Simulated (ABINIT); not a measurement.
Crystal: PbS.

```
CELL_PARAMETERS angstrom
3.65366 0.00000 0.00000
0.00000 3.65366 0.00000
0.00000 0.00000 3.65366
ATOMIC_POSITIONS crystal
Pb 0.00000 0.00000 0.00000
S 0.50000 0.50000 0.50000
```

Measurements of this composition are mostly on another form, of space group No. 225.

Program: ABINIT 10.8.3 (patched build). Alike in all runs: task band structure; no spin polarisation; cell as given; k mesh 7 × 7 × 7; smearing fermi-dirac 0.05 eV.

Problem. Order these runs on this cell by their pressure, lowest first.
A. level r2SCAN; potentials or basis JTH PAW PBE v2.0; cutoff (eV) 707; fine-grid cutoff 1306.15 eV
B. level PBEsol; potentials or basis JTH PAW PBE v2.0; cutoff (eV) 599; fine-grid cutoff 1197.3 eV
C. level LDA; potentials or basis JTH PAW LDA v2.0; cutoff (eV) 599; fine-grid cutoff 1197.3 eV

Solution. C (-5.2 GPa), B (-3.4 GPa), A (-0.8 GPa).

Caveats: the PAW data sets were made with another functional, which shifts forces and pressure a little (some runs).

Runs at the PBE level aren't shown here.
